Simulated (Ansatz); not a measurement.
Relaxed MgF2 (rutile):

```xyz
12
Lattice="9.3968 0.0000 0.0000 0.0000 4.6984 0.0000 0.0000 0.0000 3.0928" Properties=species:S:1:pos:R:3 pbc="T T T"
Mg     0.0000     0.0000     0.0000
Mg     4.6984     0.0000     0.0000
Mg     2.3492     2.3492     1.5464
Mg     7.0476     2.3492     1.5464
F      1.4263     1.4263     0.0000
F      6.1247     1.4263     0.0000
F      3.7755     0.9229     1.5464
F      8.4739     0.9229     1.5464
F      0.9229     3.7755     1.5464
F      5.6212     3.7755     1.5464
F      3.2721     3.2721     0.0000
F      7.9704     3.2721     0.0000
```

The atoms are displaced by Q × the pattern below (from a DFPT mode at X = (0.5, 0.0, 0.0), largest move 1; Q in Å), at fixed cell. It is one choice among 2 degenerate patterns. (q is in reciprocal vectors of the primitive cell; the cell shown is doubled to hold the pattern.)

| atom | x | y | z |
|---|---|---|---|
| Mg1 | -0.330 | 0.944 | 0.000 |
| Mg2 | 0.330 | -0.944 | 0.000 |
| Mg3 | 0.067 | 0.190 | 0.000 |
| Mg4 | -0.067 | -0.190 | 0.000 |
| F5 | 0.815 | -0.221 | 0.000 |
| F6 | -0.815 | 0.221 | 0.000 |
| F7 | 0.387 | -0.668 | 0.000 |
| F8 | -0.387 | 0.668 | 0.000 |
| F9 | -0.672 | 0.531 | 0.000 |
| F10 | 0.672 | -0.531 | 0.000 |
| F11 | -0.601 | 0.462 | 0.000 |
| F12 | 0.601 | -0.462 | 0.000 |

Method: PBE (plane waves to 420 eV, PAW, scalar-relativistic; Ansatz, a quantum-chemistry and plane-wave program). k mesh 4×7×11 (Γ-centred), Fermi-Dirac smearing 0.05 eV. The energy includes the smearing's −TS. MgF2 was relaxed with its symmetry unable to fall. ΔE is measured from the undisplaced structure.

```tsv
Q (Å)	ΔE (meV/cell)
-0.2800	1411
-0.2333	973
-0.1867	withheld
-0.1400	347
-0.0933	154
-0.0467	38
0.0000	0
0.0467	38
0.0933	154
0.1400	347
0.1867	withheld
0.2333	973
0.2800	1411
```

Problem. Fit an even polynomial form (powers 2, 4) to the given rows and predict ΔE at Q = -0.1867.

Solution. Least squares on the 11 given rows: ΔE = (17610)·Q² + (4959)·Q⁴, in meV/cell with Q in Å; root-mean-square residual 0.2 meV/cell. At -0.1867 the fit gives 620 meV/cell; the calculation gives 620 meV/cell, the same to the digits shown. The quadratic term alone would give 614 meV/cell.

(For displaced atoms, the force is minus the slope of the energy, and its curvature is a force constant, which sets phonon frequencies.)
